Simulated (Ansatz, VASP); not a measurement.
**As: VASP beside Ansatz**

```
As
1.0
     1.88080    1.08588    3.51406
    -1.88080    1.08588    3.51406
     0.00000   -2.17176    3.51406
As
2
Direct
  0.22600 0.22600 0.22600
  0.77400 0.77400 0.77400
```

Alike in both runs: task single point; functional PBEsol; k mesh 6 × 6 × 6; occupations fermi-dirac, width 0.05 eV; no spin polarisation.

```csv
,VASP,Ansatz
version,VASP 6.6.1,Ansatz 0.2.0
potentials or method,"VASP PAW PBE potentials, release 64 (As), cutoff 520 eV",all-electron PAW datasets made for the crystal
```

|  | VASP | Ansatz | Ansatz less VASP |
| --- | --- | --- | --- |
| gap on the k mesh at the Fermi level (eV) | none | none | - |
| pressure (GPa) | 0.6 | 0.2 | -0.41 |
| largest component of the traceless stress (GPa) | 1.00 | 0.88 | -0.114 |
| rms of the force components (eV/Å) | 0.193 | 0.153 | -0.0403 |

Atom by atom the forces differ by 0.040 eV/Å (rms over components). A gap of «none» marks a metal or a gap that the smearing closes. Ansatz ran all-electron here, so the differences hold the error of VASP's frozen core and of both bases.

Caveats: the PAW data sets were made with another functional, which shifts forces and pressure a little (VASP); the k mesh is thin for a metal, which can move the energy by tens of meV per atom (Ansatz).
